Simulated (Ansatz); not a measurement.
BaF2 (fluorite), relaxed and computed with several functionals in Ansatz (plane waves, PAW).

```
functional  a (Å)  gap (eV)  B₀ by P(V) fit (GPa)
----------  -----  --------  --------------------
r²SCAN          ?         ?                     ?
HSE06       6.207      8.74                  57.5
PBE         6.246      6.73                  53.8
```

Some entries are withheld; supply them.


- r²SCAN, a (Å): 6.195
- r²SCAN, gap (eV): 7.41
- r²SCAN, B₀ by P(V) fit (GPa): 61.0

All cells were relaxed under the symmetry of their starts (and spin orders); stability against distortions was not tested throughout. Spin–orbit coupling is left out wherever it is not named.

Potentials: the earlier of the program's two PAW sets. The files were generated under PBE; for other functionals the program regenerates the frozen cores, and for LDA and PBEsol the local potential too.

Ansatz (a program for electronic structure) is a plane-wave DFT program.
